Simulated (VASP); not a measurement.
Set up this calculation in VASP 6.6.1, as the native input.

* Task: band structure
* Functional: PBE
* Potentials or basis: VASP PAW PBE potentials, release 64 (Zr_sv, Se)
* Cutoff: 520 eV
* k mesh: 9 × 9 × 6
* Occupations: gaussian, width 0.02 eV
* Spin: non-collinear spin, zero start, spin-orbit coupling
* Starting moments: [[0.0, 0.0, 0.0], [0.0, 0.0, 0.0], [0.0, 0.0, 0.0]] μB
* Further INCAR settings: ALGO = Normal; EDIFF = 1e-06; NBANDS = 37

The structure of ZrSe2 lies in POSCAR:

```
ZrSe2
1.0
    3.7660000000      0.0000000000      0.0000000000
   -1.8830000000      3.2614516700      0.0000000000
    0.0000000000      0.0000000000      6.1500000000
Zr Se
1 2
Direct
    0.0000000000      0.0000000000      0.0000000000
    0.3333333300      0.6666666700      0.2500000000
    0.6666666700      0.3333333300      0.7500000000
```

The input as run:

INCAR

```
  PREC = Accurate
  ENCUT = 520
  EDIFF = 1E-6
  ISMEAR = 0
  SIGMA = 0.02
  LREAL = F
  LASPH = T
  NELM = 60
  ALGO = Normal
  ISIF = 2
  LWAVE = F
  LCHARG = F
  LNONCOLLINEAR = T
  MAGMOM = 0 0 0 0 0 0 0 0 0
  LORBIT = 11
  LSORBIT = T
  GGA_COMPAT = F
  LMAXMIX = 4
  GGA = PE
  NBANDS = 37
```

KPOINTS

```
regular mesh
0
Gamma
  9 9 6
```

KPOINTS_OPT

```
path GMKGALHA,LM,KH
15
line-mode
reciprocal
 0.0000000000  0.0000000000  0.0000000000  G
 0.5000000000  0.0000000000  0.0000000000  M

 0.5000000000  0.0000000000  0.0000000000  M
 0.3333333333  0.3333333333  0.0000000000  K

 0.3333333333  0.3333333333  0.0000000000  K
 0.0000000000  0.0000000000  0.0000000000  G

 0.0000000000  0.0000000000  0.0000000000  G
 0.0000000000  0.0000000000  0.5000000000  A

 0.0000000000  0.0000000000  0.5000000000  A
 0.5000000000  0.0000000000  0.5000000000  L

 0.5000000000  0.0000000000  0.5000000000  L
 0.3333333333  0.3333333333  0.5000000000  H

 0.3333333333  0.3333333333  0.5000000000  H
 0.0000000000  0.0000000000  0.5000000000  A

 0.5000000000  0.0000000000  0.5000000000  L
 0.5000000000  0.0000000000  0.0000000000  M

 0.3333333333  0.3333333333  0.0000000000  K
 0.3333333333  0.3333333333  0.5000000000  H
```

Potentials or basis: VASP PAW PBE potentials, release 64 (Zr_sv, Se).

The run is started by

```sh
$ cat potpaw_PBE.64/Zr_sv/POTCAR potpaw_PBE.64/Se/POTCAR > POTCAR
$ mpirun -np 1 vasp_ncl > vasp.out
```

Results of the run:

The pressure is 4.1 GPa. The largest force is 0.569 eV/Å. The net moment is 0.00 μB per cell. The valence electrons inside the program's atomic spheres are Zr 9.68; Se 3.91.

Caveat: this functional lacks dispersion, which binds the layers, so the pressure and a relaxed spacing across them are unreliable.

It took 11 min on 1 thread of Intel(R) Xeon(R) 6975P-C (Granite Rapids), on a shared host, peak memory 0.61 GiB.
